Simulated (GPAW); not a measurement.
Crystal: TiTe.

```xyz
4
Lattice="3.8420 0.0000 0.0000 -1.9210 3.3273 0.0000 0.0000 0.0000 6.4030" Properties=species:S:1:pos:R:3 pbc="T T T"
Te    1.9210    1.1091    4.8022
Te    0.0000    2.2182    1.6007
Ti    0.0000    0.0000    3.2015
Ti    0.0000    0.0000    0.0000
```

Base run:

```yaml
Program: GPAW 26.7.0
Functional: PBEsol
Potentials_or_basis: PAW data sets generated in the run's folder for this functional
Cutoff: 450 eV
Basis: pw
k_mesh: 7 × 7 × 4
Occupations: fermi-dirac, width 0.05 eV
Spin: no spin polarisation
```

Its results: band gap on the k mesh none (metal or under the smearing width); pressure 2.9 GPa.

Problem. The run is repeated on the same cell with these changes: functional from PBEsol to LDA; potentials or basis from PAW data sets generated in the run's folder for this functional to the program's PAW data sets (release 1.2.1) made for this functional. What comes out?

Solution. Band gap on the k mesh none (metal or under the smearing width); pressure 0.0 GPa.

Caveats: the cutoff is short for stress and forces, so pressures can be off by a GPa or more.
